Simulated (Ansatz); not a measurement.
# Does disorder add resistance in series? Mo(100) layers with 50 % Zn

Two lengths of the disordered region are known. What area resistance does the third give?

Set-up. Ansatz 0.2.0, plane waves with PAW datasets at their recommended cutoffs (420 eV for most), Fermi-Dirac smearing; ballistic transmission by layer matching. The area resistance is RA = A (h/2e²)(1/T − 1/N), with T the zone-mean transmission per spin and N the lead's channels, both averaged over a few energies near the Fermi level; for magnets each spin is taken apart, with h/e², and the two conduct in parallel. Lateral cell 2x2, PBE, a fresh random draw for each length.

The runs, with one result withheld:

```
length (Å)  channels N  RA (fΩ m²)
      6.29       6.667        1.94
      12.6       6.677        4.06
      18.9       6.635           ?
```

Worked fit:

Ohm's law makes RA linear in the length: the slope is (4.06 − 1.94)/(12.6 − 6.29) = 0.338 fΩ m² per Å, or 338 µΩ cm. Then 4.06 + 0.338 × 6.29. Predicted: 6.19 fΩ m².

What the run gave:

5.91 fΩ m², so the prediction is 4.8 % too high. The three lengths together give 315 µΩ cm. The two increments are 2.1 and 1.8 fΩ m², roughly as Ohm's law has it, though with one draw for each length that is a weak test.

**Limits.** The scatterers repeat sideways with the small cell. The slope is a raw one; a model of isotropic scattering puts it 1.00 times the bulk value over these lengths. Atoms sit unrelaxed on the host's lattice, and the pair may not mix at random in practice.

[Logs are printed without paths, hosts, clocks, repeated set-up lines and the standing remarks that a program may print on its own settings, such as how far it seeks lower states.]
